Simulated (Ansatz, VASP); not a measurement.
# Mo: VASP beside Ansatz

POSCAR

```
Mo
1.0
   -2.4635824360      2.4635824360      1.3439296952
    2.4635824360     -2.4635824360      1.3439296952
    2.4635824360      2.4635824360     -1.3439296952
Mo
2
Direct
    0.0000000000      0.0000000000      0.0000000000
    0.7500000000      0.2500000000      0.5000000000
```

File INCAR.step1:

```
PREC     = Accurate       # precision mode
ENCUT    = 600            # plane-wave cutoff, eV
ISMEAR   = 0              # smearing method
SIGMA    = 0.1            # smearing width, eV
LREAL    = F              # projectors in reciprocal space
LASPH    = T              # aspherical terms in the spheres
NELM     = 100            # most SCF steps
GGA      = PE             # functional
ALGO     = Normal         # electronic algorithm
EDIFF    = 1E-4           # SCF threshold, eV
LWAVE    = T              # write WAVECAR
LCHARG   = F              # write CHGCAR
```

File INCAR.step2:

```
PREC     = Accurate       # precision mode
ENCUT    = 600            # plane-wave cutoff, eV
EDIFF    = 1E-6           # SCF threshold, eV
ISMEAR   = 0              # smearing method
SIGMA    = 0.1            # smearing width, eV
LREAL    = F              # projectors in reciprocal space
LASPH    = T              # aspherical terms in the spheres
NELM     = 100            # most SCF steps
ALGO     = Normal         # electronic algorithm
ISIF     = 3              # what is computed and relaxed
LWAVE    = F              # write WAVECAR
LCHARG   = F              # write CHGCAR
METAGGA  = R2SCAN         # meta-GGA
LMIXTAU  = T            
IBRION   = 2              # ionic algorithm
NSW      = 90             # ionic steps
EDIFFG   = -0.04          # ionic threshold
ISTART   = 1
```

File KPOINTS:

```
regular mesh
0
Gamma
  8 8 8
```

Input for Ansatz:

```yaml
crystal:
  lattice:
    - [-2.463582436, 2.463582436, 1.3439296952]
    - [2.463582436, -2.463582436, 1.3439296952]
    - [2.463582436, 2.463582436, -1.3439296952]
  atoms:
    - { symbol: Mo, position: [0.0, 0.0, 0.0] }
    - { symbol: Mo, position: [0.75, 0.25, 0.5] }
basis:
  ecutwfc: 500
kpoints:
  mp_grid: { grid: [8, 8, 8] }
hamiltonian:
  xc: r2scan
scf:
  occupations: { method: gaussian, width: 0.1 }
  lower_state_search: "off"
output:
  forces: true
  stress: true
  eigenvalues: true
relax:
  adjacent_minimum: "off"
  f_tol: 0.04
  max_steps: 70
  cell: { stress_tol: 0.4 }
```

Alike in both runs: task relaxation of cell and atoms; functional r2SCAN; k mesh 8 × 8 × 8; occupations gaussian, width 0.1 eV; no spin polarisation.

```csv
,VASP,Ansatz
version,VASP 6.6.1,Ansatz 0.2.0
potentials or method,"VASP PAW PBE potentials, release 64 (Mo_sv)","scalar-relativistic, plane waves, PAW"
plane-wave cutoff (eV),600,500
valence electrons in the cell,28,28
```

VASP gave:

| Quantity | Value |
| --- | --- |
| gap on the k mesh at the Fermi level, each at its own relaxed structure (eV) | none |
| relaxed volume (Å³/atom) | 16.78 |
| relaxed cell length with the largest relative difference (Å) | 3.792 |
| energy change over the relaxation (meV/atom) | -13 |

Question: Estimate Ansatz's values.

Answer: gap on the k mesh at the Fermi level, each at its own relaxed structure (eV): none; relaxed volume (Å³/atom): 16.70; relaxed cell length with the largest relative difference (Å): 3.784; energy change over the relaxation (meV/atom): -10.

A gap of «none» marks a metal or a gap that the smearing closes.

Caveats: the PAW data sets were made with another functional, which shifts forces and pressure a little (VASP).
